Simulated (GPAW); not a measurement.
**How the functional moves the magnetism of zigzag Cr chain, bond 2.638 A**

How far do the magnetic results of zigzag Cr chain, bond 2.638 A hang on the functional?

Main program and level: GPAW 26.7.0; several functionals; plane waves with GPAW's PAW setups, scalar-relativistic.

**1. The starting structure**

The cell holds 2 atoms: 2 Cr. Cell: a = 12.000 Å, b = 12.000 Å, c = 3.166 Å, α = 90.0°, β = 90.0°, γ = 90.0°. model lattice. Vacuum lies along a and b. The structure's axis is c.

**2. Set 1 (LDA), start ferro ++**

Each set takes another functional on the same cell and mesh.

Contents of order1.py:

```python
import json
import numpy as np
from ase import Atoms
from ase.parallel import paropen, parprint
from gpaw import GPAW

atoms = Atoms(['Cr', 'Cr'],
    cell=[[12.0, 0.0, 0.0],
         [0.0, 12.0, 0.0],
         [0.0, 0.0, 3.1656]],
    scaled_positions=[[0.41206667, 0.5, 0.0],
         [0.58793333, 0.5, 0.5]],
    pbc=True,
    magmoms=[2.5, 2.5])
atoms.calc = GPAW(mode={'name': 'pw', 'ecut': 600},
    xc='LDA',
    kpts={'size': (1, 1, 8), 'gamma': True},
    occupations={'name': 'fermi-dirac', 'width': 0.05},
    convergence={'density': 1e-05, 'energy': 1e-05},
    maxiter=200,
    symmetry={'tolerance': 1e-4},
    txt='order1.txt')
e = atoms.get_potential_energy(force_consistent=True)
res = {'free_energy': e, 'energy_sigma0': atoms.get_potential_energy(), 'fermi_energy': atoms.calc.get_fermi_level()}
res['moments'] = atoms.get_magnetic_moments().tolist()
res['total'] = atoms.get_magnetic_moment()
parprint('site moments (muB):', np.round(res['moments'], 3))
parprint(f"total moment: {res['total']:.3f} muB")
parprint(f'free energy: {e:.6f} eV')
atoms.calc.write('order1.gpw')
with paropen('results.json', 'w') as f:
    json.dump(res, f)
```

Launch:

```sh
$ OMP_NUM_THREADS=1 python3 order1.py > order1.log
```

Output:

```text
site moments (muB): [3.758 3.758]
total moment: 9.587 muB
free energy: -12.805786 eV

--- order1.txt ---
Input parameters:
  mode=PW(ecut=600),
  convergence={'density': 1e-05, 'energy': 1e-05},
  kpts=MonkhorstPack(size=(1, 1, 8), gamma=True),
  maxiter=200,
  occupations=Occupations(name='fermi-dirac', width=0.05),
  symmetry=Symmetry(tolerance=0.0001),
  xc=XC(name='LDA')

Diagonalizing LCAO Hamiltonian
Converting LCAO to pw mode
        .----------------------------.
       /|                            |
      / |                            |
     /  |                            |
    /   .----------------------------.
   /   /              Cr            /
  /   /                            /
 *   /                            /
 |  /           Cr               /
 | /                            /
 |/                            /
 *----------------------------*

Atoms  # Å, Bohr magnetons
|   | symbol |        x |        y |        z |    initial magnetic moments |
|---|--------|----------|----------|----------|-----------------------------|
| 0 |     Cr | 4.944800 | 6.000000 | 0.000000 | ( 0.0000,  0.0000,  2.5000) |
| 1 |     Cr | 7.055200 | 6.000000 | 1.582800 | ( 0.0000,  0.0000,  2.5000) |

Unit cell  # Å
| periodic |         x |         y |        z |   lengths |    angles |
|----------|-----------|-----------|----------|-----------|-----------|
|      yes | 12.000000 |  0.000000 | 0.000000 | 12.000000 | 90.000000 |
|      yes |  0.000000 | 12.000000 | 0.000000 | 12.000000 | 90.000000 |
|      yes |  0.000000 |  0.000000 | 3.165600 |  3.165600 | 90.000000 |

Number of symmetries: 4

BZ-sampling:
  Number of BZ points: 8
  Number of IBZ points: 5

  Monkhorst-Pack size: [1, 1, 8]
  Monkhorst-Pack shift: [0.0, 0.0, 0.0625]

Plane wave coefficients: 15217
Cutoff: 600.0 eV

Spin-components: 2 (collinear spins)
Bands:           15
Projectors:      12
Spin-degeneracy: 1
Datatype:        complex128

Parallelization:
  kpt:    1
  domain: 1
  band:   1

Density:
  Valence electrons: 12.0
  Components: 2
  Grid points: [70 70 18]
  Charge: 0.0  # |e|

Potential:
  Grid points: [70 70 18]

[... setups left out ...]
Reference energy: -57053.366723  # eV

eigensolver:
  PPCG
  Converge bands: occupied
  niter=2

density mixing:
  MSR1-Mixer
  Pratt-step length: 0.05
  Maximum mixing coefficient: 0.75
  Old densities: 10
  SVD Regularization: 0.005
  Good broyden scale: 1.0
  Trust region scale: 1.0
  Backstep threshold: 4.0
  History deletion threshold: 6.0
  Fourier metric: weight=20.0, sigma=0.015

occupation numbers:
  Fermi-Dirac:
    width: 0.0500  # eV

poisson solver:
  ecut: 4800.0  # eV

xc functional:
  name: None

convergence criteria:
- Maximum integral of absolute [dens]ity change: 1e-05 electrons / valence electron
- Maximum [total energy] change in last 3 cyles: 1e-05 eV / valence electron
- Maximum integral of absolute [eigenst]ate change: 4e-08 eV^2 / valence electron
maximum number of iterations: 200

SCF iterations
|iter     |      energy | eigst |  dens |  magmom |
|---------|-------------|-------|-------|---------|
|iter:   1|       0s |  -14.711364 | +0.67 |       |  +4.9931|
|iter:   2|       2s |  -13.691061 | -1.01 | -0.19 |  +5.1329|
|iter:   3|       5s |  -13.018263 | +0.47 | -0.24 |  +6.8676|
|iter:   4|       7s |  -12.682969 | +0.16 | -0.49 |  +7.3187|
|iter:   5|      10s |  -12.820677 | -0.69 | -0.65 |  +8.4925|
|iter:   6|      12s |  -12.892251 | -1.04 | -0.86 |  +9.0422|
|iter:   7|      15s |  -12.794257 | -1.23 | -0.91 |  +9.3895|
|iter:   8|      17s |  -12.780425 | -1.64 | -1.21 |  +9.2911|
|iter:   9|      20s |  -12.788956 | -2.15 | -1.61 |  +9.6218|
|iter:  10|      22s |  -12.789095 | -2.48 | -1.89 |  +9.6035|
|iter:  11|      25s |  -12.789636 | -3.07 | -2.46 |  +9.5756|
|iter:  12|      28s |  -12.789701 | -3.31 | -2.77 |  +9.5800|
|iter:  13|      30s |  -12.789787 | -3.60 | -2.97 |  +9.5809|
|iter:  14|      33s |  -12.789811c| -3.91 | -3.17 |  +9.5879|
|iter:  15|      35s |  -12.789853c| -4.13 | -3.40 |  +9.5871|
|iter:  16|      38s |  -12.789865c| -4.33 | -3.96 |  +9.5872|
|iter:  17|      41s |  -12.789877c| -4.55 | -3.98 |  +9.5875|
|iter:  18|      43s |  -12.789881c| -4.78 | -4.18 |  +9.5876|
|iter:  19|      46s |  -12.789885c| -5.01 | -4.32 |  +9.5877|
|iter:  20|      48s |  -12.789889c| -5.30 | -4.40 |  +9.5877|
|iter:  21|      50s |  -12.789892c| -5.60 | -4.35 |  +9.5874|
|iter:  22|      53s |  -12.789894c| -5.82 | -4.45 |  +9.5875|
|iter:  23|      56s |  -12.789895c| -6.04 | -4.61 |  +9.5874|
|iter:  24|      58s |  -12.789896c| -6.23 | -4.72 |  +9.5874|
|iter:  25|      61s |  -12.789895c| -6.48 | -5.07c|  +9.5874|
|iter:  26|      63s |  -12.789896c| -6.72 | -4.90 |  +9.5873|
|iter:  27|      65s |  -12.789897c| -7.03 | -5.13c|  +9.5873|
|iter:  28|      68s |  -12.789897c| -7.18 | -5.15c|  +9.5873|
|iter:  29|      70s |  -12.789897c| -7.39 | -5.29c|  +9.5873|
|iter:  30|      71s |  -12.789897c| -7.51c| -5.29c|  +9.5873|

Converged in 30 steps
Energy contributions relative to reference atoms: (reference = -57053.366723)

Energy contributions:
  Kinetic:           6.883241
  Coulomb:          -9.009985
  Zero:              0.023431
  External:          0.000000
  Xc:              -10.670695
  Entropy:          -0.031779
  Spinorbit:         0.000000
  ----------------------------
  Free energy:     -12.805786
  Extrapolated:    -12.789897

dipole moment: (0.000133, 0.000133, -7.549171)  # |e|*Ang

Total magnetic moment: (0.000000, 0.000000, 9.587278)

Local magnetic moments
|        x |        y |        z |
|----------|----------|----------|
| 0.000000 | 0.000000 | 3.758176 |  # Cr   0
| 0.000000 | 0.000000 | 3.758178 |  # Cr   1

Fermi level: -3.174
Eigenvalues  # (at kpt = [0.000, 0.000, 0.000])
| band index |      eig [eV] | occ [0-1] |      eig [eV] | occ [0-1] |
|------------|---------------|-----------|---------------|-----------|
|          0 |        -7.296 |     1.000 |        -5.551 |     1.000 |
|          1 |        -5.853 |     1.000 |        -3.512 |     0.999 |
|          2 |        -4.836 |     1.000 |        -2.089 |     0.000 |
|          3 |        -4.714 |     1.000 |        -1.768 |     0.000 |
|          4 |        -4.468 |     1.000 |        -1.546 |     0.000 |
|          5 |        -3.802 |     1.000 |        -1.438 |     0.000 |
|          6 |        -3.798 |     1.000 |        -0.875 |     0.000 |
|          7 |        -3.722 |     1.000 |        -0.870 |     0.000 |
|          8 |        -3.721 |     1.000 |        -0.694 |     0.000 |
|          9 |        -3.562 |     1.000 |        -0.319 |     0.000 |
|         10 |        -3.341 |     0.966 |        -0.302 |     0.000 |
|         11 |        -2.882 |     0.003 |        -0.153 |     0.000 |
|         12 |        -2.335 |     0.000 |         0.255 |     0.000 |
|         13 |        -1.446 |     0.000 |         0.605 |     0.000 |
|         14 |         0.200 |     0.000 |         1.403 |     0.000 |

No gap
No difference between direct/indirect transitions
```

Elapsed: 77 s, on 1 MPI rank of Intel Xeon Platinum 8488C (Sapphire Rapids), shared host; peak memory 0.4 GiB.

This step gave:

```yaml
magnetization: 9.587 μB
final_state: ferromagnetic
largest_moment: 3.758 μB
```

After 30 cycles the largest moment stands at 3.76 μB.

**3. Set 1 (LDA), start antiferro +-**

The second start gives the energy difference between the two end states, the quantity that is followed from set to set.

order2.py is the script of step 2 with these lines changed:

```diff
@@ -13,3 +13,3 @@
     pbc=True,
-    magmoms=[2.5, 2.5])
+    magmoms=[2.5, -2.5])
 atoms.calc = GPAW(mode={'name': 'pw', 'ecut': 600},
@@ -21,3 +21,3 @@
     symmetry={'tolerance': 1e-4},
-    txt='order1.txt')
+    txt='order2.txt')
 e = atoms.get_potential_energy(force_consistent=True)
@@ -29,3 +29,3 @@
 parprint(f'free energy: {e:.6f} eV')
-atoms.calc.write('order1.gpw')
+atoms.calc.write('order2.gpw')
 with paropen('results.json', 'w') as f:
```

Launch:

```sh
$ OMP_NUM_THREADS=1 python3 order2.py > order2.log
```

Output:

```text
site moments (muB): [ 3.649 -3.649]
total moment: 0.000 muB
free energy: -13.833474 eV

--- order2.txt ---
Input parameters:
  mode=PW(ecut=600),
  convergence={'density': 1e-05, 'energy': 1e-05},
  kpts=MonkhorstPack(size=(1, 1, 8), gamma=True),
  maxiter=200,
  occupations=Occupations(name='fermi-dirac', width=0.05),
  symmetry=Symmetry(tolerance=0.0001),
  xc=XC(name='LDA')

Diagonalizing LCAO Hamiltonian
Converting LCAO to pw mode
        .----------------------------.
       /|                            |
      / |                            |
     /  |                            |
    /   .----------------------------.
   /   /              Cr            /
  /   /                            /
 *   /                            /
 |  /           Cr               /
 | /                            /
 |/                            /
 *----------------------------*

Atoms  # Å, Bohr magnetons
|   | symbol |        x |        y |        z |    initial magnetic moments |
|---|--------|----------|----------|----------|-----------------------------|
| 0 |     Cr | 4.944800 | 6.000000 | 0.000000 | ( 0.0000,  0.0000,  2.5000) |
| 1 |     Cr | 7.055200 | 6.000000 | 1.582800 | ( 0.0000,  0.0000, -2.5000) |

Number of symmetries: 4

BZ-sampling:
  Number of BZ points: 8
  Number of IBZ points: 5

  Monkhorst-Pack size: [1, 1, 8]
  Monkhorst-Pack shift: [0.0, 0.0, 0.0625]

Plane wave coefficients: 15217
Cutoff: 600.0 eV

Spin-components: 2 (collinear spins)
Bands:           12
Projectors:      12
Spin-degeneracy: 1
Datatype:        complex128

Parallelization:
  kpt:    1
  domain: 1
  band:   1

Density:
[...]
|iter:  32|      61s |  -13.830292c| -6.81 | -5.42c|  +0.0000|
|iter:  33|      63s |  -13.830292c| -6.98 | -5.41c|  +0.0000|
|iter:  34|      64s |  -13.830292c| -7.15 | -5.67c|  +0.0000|
|iter:  35|      66s |  -13.830292c| -7.26 | -5.85c|  +0.0000|
|iter:  36|      67s |  -13.830292c| -7.44c| -5.88c|  +0.0000|

Converged in 36 steps
Energy contributions relative to reference atoms: (reference = -57053.366723)

Energy contributions:
  Kinetic:          -1.247629
  Coulomb:          -2.547440
  Zero:              0.031484
  External:          0.000000
  Xc:              -10.063525
  Entropy:          -0.006365
  Spinorbit:         0.000000
  ----------------------------
  Free energy:     -13.833474
  Extrapolated:    -13.830292

dipole moment: (0.000133, 0.000133, -7.554907)  # |e|*Ang

Total magnetic moment: (0.000000, 0.000000, 0.000000)

Local magnetic moments
|        x |        y |         z |
|----------|----------|-----------|
| 0.000000 | 0.000000 |  3.648567 |  # Cr   0
| 0.000000 | 0.000000 | -3.648570 |  # Cr   1

Fermi level: -2.925
Eigenvalues  # (at kpt = [0.000, 0.000, 0.000])
| band index |      eig [eV] | occ [0-1] |      eig [eV] | occ [0-1] |
|------------|---------------|-----------|---------------|-----------|
|          0 |        -6.273 |     1.000 |        -6.273 |     1.000 |
|          1 |        -4.674 |     1.000 |        -4.674 |     1.000 |
|          2 |        -3.961 |     1.000 |        -3.961 |     1.000 |
|          3 |        -3.839 |     1.000 |        -3.839 |     1.000 |
|          4 |        -3.615 |     1.000 |        -3.615 |     1.000 |
[...]
|          8 |        -1.212 |     0.000 |        -1.212 |     0.000 |
|          9 |        -0.704 |     0.000 |        -0.704 |     0.000 |
|         10 |        -0.650 |     0.000 |        -0.650 |     0.000 |
|         11 |         0.090 |     0.000 |         0.090 |     0.000 |

No gap
No difference between direct/indirect transitions
```

The job ended after 72 s (1 MPI rank; peak memory 0.39 GiB).

Numbers from this step:

| Property | Result |
| --- | --- |
| magnetization | 0 μB |
| final state | antiferromagnetic |
| largest moment | 3.649 μB |

This start lies -513.8 meV a seeded atom from the first; its largest moment is 3.65 μB.

**4. Set 2 (PBE), start ferro ++**

order1.py is the script of step 2 with these lines changed:

```diff
@@ -15,3 +15,3 @@
 atoms.calc = GPAW(mode={'name': 'pw', 'ecut': 600},
-    xc='LDA',
+    xc='PBE',
     kpts={'size': (1, 1, 8), 'gamma': True},
```

Launch:

```sh
$ OMP_NUM_THREADS=1 python3 order1.py > order1.log
```

Output:

```text
site moments (muB): [3.741 3.741]
total moment: 9.562 muB
free energy: -12.616291 eV

--- order1.txt ---
Input parameters:
  mode=PW(ecut=600),
  convergence={'density': 1e-05, 'energy': 1e-05},
  kpts=MonkhorstPack(size=(1, 1, 8), gamma=True),
  maxiter=200,
  occupations=Occupations(name='fermi-dirac', width=0.05),
  symmetry=Symmetry(tolerance=0.0001),
  xc=XC(name='PBE')

Diagonalizing LCAO Hamiltonian
[...]
|          3 |        -4.430 |     1.000 |        -1.342 |     0.000 |
|          4 |        -4.227 |     1.000 |        -1.114 |     0.000 |
[...]
|         11 |        -2.627 |     0.003 |         0.190 |     0.000 |
|         12 |        -2.128 |     0.000 |         0.747 |     0.000 |
|         13 |        -1.264 |     0.000 |         0.993 |     0.000 |
|         14 |         0.342 |     0.000 |         1.070 |     0.000 |

No gap
No difference between direct/indirect transitions


[key lines of the parts left out:]
Free energy:     -12.616291
Converged in 20 steps
dipole moment: (0.000131, 0.000130, -7.500850)  # |e|*Ang
Fermi level: -2.914
```

Wall time 52 s (1 MPI rank); peak memory 0.41 GiB.

Read from the output:

- magnetization: 9.562 μB
- final state: ferromagnetic
- largest moment: 3.741 μB

The largest moment moves by -0.02 μB from set 1, at 0.67 times its CPU time.

**5. Set 2 (PBE), start antiferro +-**

order2.py is the script of step 3 with these lines changed:

```diff
@@ -15,3 +15,3 @@
 atoms.calc = GPAW(mode={'name': 'pw', 'ecut': 600},
-    xc='LDA',
+    xc='PBE',
     kpts={'size': (1, 1, 8), 'gamma': True},
```

Launch:

```sh
$ OMP_NUM_THREADS=1 python3 order2.py > order2.log
```

Output:

```text
site moments (muB): [ 3.691 -3.691]
total moment: -0.000 muB
free energy: -13.718446 eV

--- order2.txt ---
Input parameters:
  mode=PW(ecut=600),
  convergence={'density': 1e-05, 'energy': 1e-05},
  kpts=MonkhorstPack(size=(1, 1, 8), gamma=True),
  maxiter=200,
  occupations=Occupations(name='fermi-dirac', width=0.05),
  symmetry=Symmetry(tolerance=0.0001),
  xc=XC(name='PBE')

Diagonalizing LCAO Hamiltonian
[...]
|          3 |        -3.610 |     1.000 |        -3.610 |     1.000 |
|          4 |        -3.358 |     1.000 |        -3.358 |     1.000 |
[...]
|          8 |        -0.782 |     0.000 |        -0.782 |     0.000 |
|          9 |        -0.354 |     0.000 |        -0.354 |     0.000 |
|         10 |        -0.172 |     0.000 |        -0.172 |     0.000 |
|         11 |         0.598 |     0.000 |         0.598 |     0.000 |

No gap
No difference between direct/indirect transitions


[key lines of the parts left out:]
Free energy:     -13.718446
Converged in 19 steps
dipole moment: (0.000128, 0.000130, -7.504074)  # |e|*Ang
Fermi level: -2.598
```

Elapsed: 44 s, on 1 MPI rank; peak memory 0.41 GiB.

Read from the output:

| Property | Result |
| --- | --- |
| magnetization | 0 μB |
| final state | antiferromagnetic |
| largest moment | 3.691 μB |

This start lies -551.1 meV a seeded atom from the first, a change of -37.2 meV since set 1; its largest moment is 3.69 μB.

**6. Set 3 (revPBE), start ferro ++**

order1.py is the script of step 4 with these lines changed:

```diff
@@ -15,3 +15,3 @@
 atoms.calc = GPAW(mode={'name': 'pw', 'ecut': 600},
-    xc='PBE',
+    xc='revPBE',
     kpts={'size': (1, 1, 8), 'gamma': True},
```

Launch:

```sh
$ OMP_NUM_THREADS=1 python3 order1.py > order1.log
```

Output:

```text
site moments (muB): [3.833 3.833]
total moment: 9.905 muB
free energy: -12.490245 eV

--- order1.txt ---
Input parameters:
  mode=PW(ecut=600),
  convergence={'density': 1e-05, 'energy': 1e-05},
  kpts=MonkhorstPack(size=(1, 1, 8), gamma=True),
  maxiter=200,
  occupations=Occupations(name='fermi-dirac', width=0.05),
  symmetry=Symmetry(tolerance=0.0001),
  xc=XC(name='revPBE')

Diagonalizing LCAO Hamiltonian
[...]
|          3 |        -4.300 |     1.000 |        -1.090 |     0.000 |
|          4 |        -4.132 |     1.000 |        -0.893 |     0.000 |
[...]
|         11 |        -2.488 |     0.004 |         0.438 |     0.000 |
|         12 |        -2.058 |     0.000 |         0.968 |     0.000 |
|         13 |        -1.219 |     0.000 |         1.003 |     0.000 |
|         14 |         0.407 |     0.000 |         1.344 |     0.000 |

No gap
No difference between direct/indirect transitions


[key lines of the parts left out:]
Free energy:     -12.490245
Converged in 27 steps
dipole moment: (0.000130, 0.000130, -7.475087)  # |e|*Ang
Fermi level: -2.762
```

Elapsed: 72 s, on 1 MPI rank; peak memory 0.42 GiB.

This step gave:

```yaml
magnetization: 9.905 μB
final_state: ferromagnetic
largest_moment: 3.833 μB
```

The largest moment moves by +0.09 μB from set 2, at 1.4 times its CPU time.

**7. Set 3 (revPBE), start antiferro +-**

order2.py is the script of step 5 with these lines changed:

```diff
@@ -15,3 +15,3 @@
 atoms.calc = GPAW(mode={'name': 'pw', 'ecut': 600},
-    xc='PBE',
+    xc='revPBE',
     kpts={'size': (1, 1, 8), 'gamma': True},
```

Launch:

```sh
$ OMP_NUM_THREADS=1 python3 order2.py > order2.log
```

Output:

```text
site moments (muB): [ 3.715 -3.715]
total moment: -0.000 muB
free energy: -13.592481 eV

--- order2.txt ---
Input parameters:
  mode=PW(ecut=600),
  convergence={'density': 1e-05, 'energy': 1e-05},
  kpts=MonkhorstPack(size=(1, 1, 8), gamma=True),
  maxiter=200,
  occupations=Occupations(name='fermi-dirac', width=0.05),
  symmetry=Symmetry(tolerance=0.0001),
  xc=XC(name='revPBE')

Diagonalizing LCAO Hamiltonian
[...]
|          3 |        -3.532 |     1.000 |        -3.532 |     1.000 |
|          4 |        -3.268 |     1.000 |        -3.268 |     1.000 |
[...]
|          8 |        -0.668 |     0.000 |        -0.668 |     0.000 |
|          9 |        -0.230 |     0.000 |        -0.230 |     0.000 |
|         10 |        -0.001 |     0.000 |        -0.001 |     0.000 |
|         11 |         0.781 |     0.000 |         0.781 |     0.000 |

No gap
No difference between direct/indirect transitions


[key lines of the parts left out:]
Free energy:     -13.592481
Converged in 18 steps
dipole moment: (0.000130, 0.000130, -7.488339)  # |e|*Ang
Fermi level: -2.469
```

It took 41 s on 1 MPI rank; peak memory 0.41 GiB.

This step gave:

| Property | Result |
| --- | --- |
| magnetization | 0 μB |
| final state | antiferromagnetic |
| largest moment | 3.715 μB |

This start lies -551.1 meV a seeded atom from the first, a change of -0.0 meV since set 2; its largest moment is 3.71 μB.

[end of part 1 of 2]

[Logs and program files are shortened in this print: banners, set-up blocks, solver, clock and traceback lines can be left out without a mark of their own.]

[Logs are printed without paths, hosts, clocks, repeated set-up lines and the standing remarks that a program may print on its own settings, such as how far it seeks lower states.]

[Hosts, paths, dates, database ids (printed as entryN), source tags and the programs' standing remarks are cut or masked in the printed files.]

[Where a cell is said to come from a database of computed structures, the database is the Materials Project.]
